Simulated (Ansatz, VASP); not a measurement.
One calculation of Ni, two programs

Contents of INCAR:

```
  ALGO = Normal
  EDIFF = 1E-6
  ENCUT = 520
  GGA = RP
  ISIF = 2
  ISMEAR = -1
  ISPIN = 2
  LASPH = T
  LCHARG = F
  LMAXMIX = 4
  LORBIT = 11
  LREAL = F
  LWAVE = F
  MAGMOM = 0.739 0.739
  NBANDS = 21
  NELM = 150
  PREC = Accurate
  SIGMA = 0.05
```

File KPOINTS:

```
k-points
0
Gamma
  23 23 13
```

POSCAR

```
Ni
1.0
    2.5136382340      0.0000000000      0.0000000000
   -1.2568191170      2.1768745665      0.0000000000
    0.0000000000      0.0000000000      4.1160354827
Ni
2
Direct
    0.3333333333      0.6666666667      0.2500000000
    0.6666666667      0.3333333333      0.7500000000
```

Input for Ansatz:

```yaml
crystal:
  lattice:
    - [2.513638234, 0.0, 0.0]
    - [-1.256819117, 2.1768745665, 0.0]
    - [0.0, 0.0, 4.1160354827]
  atoms:
    - { symbol: Ni, position: [0.3333333333, 0.6666666667, 0.25], spin: 0.739 }
    - { symbol: Ni, position: [0.6666666667, 0.3333333333, 0.75], spin: 0.739 }
hamiltonian:
  xc: rpbe
  pseudopotentials:
    kind: paw
    azcp:
      Ni: "pseudopotentials/Ni.paw.azcp"
basis:
  ecutwfc: 420
  fft_grid_basis: typed
kpoints:
  mp_grid: { grid: [23, 23, 13], shift: [0, 0, 0] }
magnetization:
  spin_polarized: true
scf:
  occupations: { method: fermi_dirac, width: 0.05 }
```

This isn't the form of Ni at room conditions, which is fcc.

Alike in both runs: task single point; functional RPBE; k mesh 23 × 23 × 13; occupations fermi-dirac, width 0.05 eV; collinear spin.

|  | VASP | Ansatz |
| --- | --- | --- |
| version | VASP 6.6.1 | Ansatz 0.2.0 |
| potentials or method | VASP PAW PBE potentials, release 64 (Ni) | plane waves (420 eV) with PAW, scalar-relativistic |
| plane-wave cutoff (eV) | 520 | 420 |
| valence electrons in the cell | 20 | 36 |

|  | VASP | Ansatz | Ansatz less VASP |
| --- | --- | --- | --- |
| net moment per atom (μB) | 0.64 | 0.67 | +0.023 |
| size of the moment on the site where the two differ most (μB) | 0.66 | 0.71 | +0.049 |

Site moments also hang on the region over which each program counts them. The two sets of potentials don't hold the same shells in valence.
